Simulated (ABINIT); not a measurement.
Input of an ABINIT 10.8.3 (patched build) run:

File run.abi:

```
ndtset 2

pp_dirpath "./"
pseudos "Pb.GGA_PBE-JTH_sp.xml, Se.GGA_PBE-JTH.xml"

acell 8.1795146323 8.1795146323 8.1795146323
rprim
     0.0000000000     0.7071067812     0.7071067812
     0.7071067812     0.0000000000     0.7071067812
     0.7071067812     0.7071067812     0.0000000000
ntypat 2
znucl 82 34
natom 2
typat 1 2
xcart
     0.0000000000     0.0000000000     0.0000000000
     3.0606500000     3.0606500000     3.0606500000 Angstrom

ecut 15.0
pawecutdg 30.0

ixc -116133

occopt 3
tsmear 0.00183747

nstep 100

iomode 3
prtwf 0
prteig 0
prtebands 0
enunit 1
prtden1 1

kptopt1 1
ngkpt1 8 8 8
nshiftk1 1
shiftk1 0.0 0.0 0.0
nband1 9
tolvrs1 1.0e-9

iscf2 -2
getden2 1
nband2 13
nbdbuf2 2
tolwfr2 1.0e-12
kptopt2 -9
ndivsm2 8
prteig2 1
prtvol2 -3
kptbounds2
     0.0000000000     0.0000000000     0.0000000000
     0.5000000000     0.0000000000     0.5000000000
     0.5000000000     0.2500000000     0.7500000000
     0.3750000000     0.3750000000     0.7500000000
     0.0000000000     0.0000000000     0.0000000000
     0.5000000000     0.5000000000     0.5000000000
     0.6250000000     0.2500000000     0.6250000000
     0.5000000000     0.2500000000     0.7500000000
     0.5000000000     0.5000000000     0.5000000000
     0.3750000000     0.3750000000     0.7500000000
```

Potentials or basis: JTH PAW PBE v2.0 sp.

Launch:

```bash
$ abinit run.abi > log 2>&1
```

(1) Predict the band gap along the path.

(2) What does it give for the band gap on the k mesh?

(3) Predict the pressure.

Answers

(1) 0.22 eV, direct.

(2) 0.22 eV, direct.

(3) -0.4 GPa.

Caveat: the PAW data sets were made with another functional, which shifts forces and pressure a little; spin-orbit coupling is left out, which as a rule narrows the gap of such compounds by several tenths of an eV; this set keeps more shells in the core, which shifts pressures and gaps.

**The experiment to reproduce.**

From a printed reference work, monograph, for a bulk crystal of PbSe at 300 K: band gap 0.28 eV (direct).

Against the measured gap of PbSe, 0.28 eV (direct; 300 K; a printed reference work, monograph), the calculated 0.22 eV is off by -0.06 eV. 2 values of this kind are on record (0.15 to 0.28 eV); this one was drawn at random. Spin-orbit coupling on Pb, Se is left out. The value is that of PBEsol, without temperature or zero-point motion. Semilocal functionals fall short of measured gaps as a rule.
